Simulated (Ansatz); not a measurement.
BaSnO3 (cubic perovskite)

```yaml
crystal:
  lattice:
    - [4.17621, 0.00000, 0.00000]
    - [0.00000, 4.17621, 0.00000]
    - [0.00000, 0.00000, 4.17621]
  atoms:
    - { symbol: Ba, position: [0.00000, 0.00000, 0.00000] }
    - { symbol: Sn, position: [0.50000, 0.50000, 0.50000] }
    - { symbol: O, position: [0.00000, 0.50000, 0.50000] }
    - { symbol: O, position: [0.50000, 0.50000, 0.00000] }
    - { symbol: O, position: [0.50000, 0.00000, 0.50000] }
```

Two coordinates are scanned: the volume, and the ratio of the stretch along z (the conventional c axis) to the stretch across it. Atoms keep their fractional coordinates.

Computed with PBE (plane waves to 420 eV, PAW, scalar-relativistic; Ansatz, a program for electronic structure). k mesh 8×8×8 (Γ-centred), Fermi-Dirac smearing 0.05 eV. Compression counts positive. BaSnO3 was relaxed with its symmetry unable to fall. The PAW data are Ansatz's earlier set.

At one point of the scan the stress tensor (GPa) is:

```
   -4.2      0.0      0.0
    0.0     -4.2      0.0
    0.0      0.0     12.4
```

Which point is it?
A. V/V₀ = 1.020, (c/a)/(c/a)₀ = 0.960
B. V/V₀ = 1.000, (c/a)/(c/a)₀ = 0.920
C. V/V₀ = 0.980, (c/a)/(c/a)₀ = 0.960
D. V/V₀ = 1.020, (c/a)/(c/a)₀ = 0.920

B, V/V₀ = 1.000, (c/a)/(c/a)₀ = 0.920

(A scan under strain: stresses follow from slopes of the energy per volume, elastic moduli from its curvatures.)
